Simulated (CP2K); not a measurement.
NaCl:

```
CELL_PARAMETERS angstrom
3.50219 0.00000 0.00000
0.00000 3.50219 0.00000
0.00000 0.00000 3.50219
ATOMIC_POSITIONS crystal
Cl 0.50000 0.50000 0.50000
Na 0.00000 0.00000 0.00000
```

Measurements of this composition are mostly on another form, of space group No. 225.

Program: CP2K 2026.2. Alike in all runs: potentials or basis POTENTIAL_UZH Cl GTH-PBE-q7, Na GTH-PBE-q9; TZVP-MOLOPT-PBE-GTH basis; no spin polarisation; cell as given; k mesh 8 × 8 × 8; smearing fermi-dirac 0.05 eV.

Question: Order these runs on this cell by their pressure, lowest first.
A. level OLYP
B. level SCAN; points a segment of the path (NPOINTS) 10; bands added on the path 6
C. level AM05

Answer: B (-1.4 GPa), C (0.2 GPa), A (3.0 GPa).

Caveats: the potentials were made for another functional, which shifts forces and pressure; the basis of atomic orbitals isn't converged, which shifts pressures, moduli and gaps.

Runs at the PBE level aren't shown here.
